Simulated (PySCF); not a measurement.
Work out the structure from these simulated measurements.

Formula: C5H5N.

* Rotational structure: rotational constants A, B, C: 6.052, 5.836, 2.971 GHz [PBE0-D3(BJ)/def2-SVP]
* Dipole: 2.25 D [PBE0/pcSseg-1]
* NMR, other nuclei: isotropic shieldings of nuclei other than C and H, by class: -98 (1 N) ppm [GIAO PBE0/pcSseg-1]
* 1H NMR: chemical shifts (computed TMS as zero) by class: 8.80 (2 H), 7.70 (1 H), 7.22 (2 H) ppm [GIAO PBE0/pcSseg-1]
* 13C NMR: chemical shifts (computed TMS as zero) by class: 156.1 (2 C), 140.8 (1 C), 128.5 (2 C) ppm [GIAO PBE0/pcSseg-1]
* Couplings: largest of the computed one-bond spin–spin couplings (means over like bonds): 13C–1H +186.5 (×2), 13C–1H +170.0 (×2), 13C–1H +168.3, 13C–13C +59.7 (×2), 13C–13C +58.8 (×2), 15N–13C +0.4 (×2) Hz [B3LYP/pcJ-1, spin–dipole term left out for some pairs]

Electronic properties: PySCF, gas phase, density fitting. Levels stand in brackets. Isolated species at its PBE0-D3(BJ)/def2-SVP geometry, gas phase. Each NMR value is the plain mean over a class of atoms that symmetry, rotation or inversion makes alike.

Question: Give a SMILES that accounts for the data.

Answer: Numbering: `[cH:1]1[cH:2][cH:3][n:4][cH:5][cH:6]1`. Its formula, C5H5N, gives 4 degrees of unsaturation: 1 ring and 3 π bonds in the structure found (Kekulé form). 5 carbons fall into 3 classes; from least to most shielded: aromatic CH next to a ring nitrogen [C3/C5] (156.1 ppm, 2 C), aromatic CH carbon [C1] (140.8 ppm), aromatic CH carbon [C2/C6] (128.5 ppm, 2 C). Hydrogen classes from least to most shielded: 2 H on 2 like atoms (aromatic CH next to a ring nitrogen), C3/C5 (8.80 ppm), 1 H on an aromatic CH carbon, C1 (7.70 ppm), 2 H on 2 aromatic CH carbons, C2/C6 (7.22 ppm). The other shieldings belong to: -98 ppm, pyridine-type nitrogen [N4]. The couplings run between: +186.5 Hz, aromatic CH next to a ring nitrogen [C3] and its hydrogen (with 1 like pair); +170.0 Hz, aromatic CH carbon [C2] and its hydrogen (with 1 like pair); +168.3 Hz, aromatic CH carbon [C1] and its hydrogen; +59.7 Hz, aromatic CH carbon [C1] and aromatic CH carbon [C2] (with 1 like pair); +58.8 Hz, aromatic CH carbon [C2] and aromatic CH next to a ring nitrogen [C3] (with 1 like pair); +0.4 Hz, pyridine-type nitrogen [N4] and aromatic CH next to a ring nitrogen [C3] (with 1 like pair). The optimised geometry has point group C2v and is an asymmetric top. Structure: `c1ccncc1`. The assignments are read from this structure; whether some other isomer fits the data as well wasn't checked.
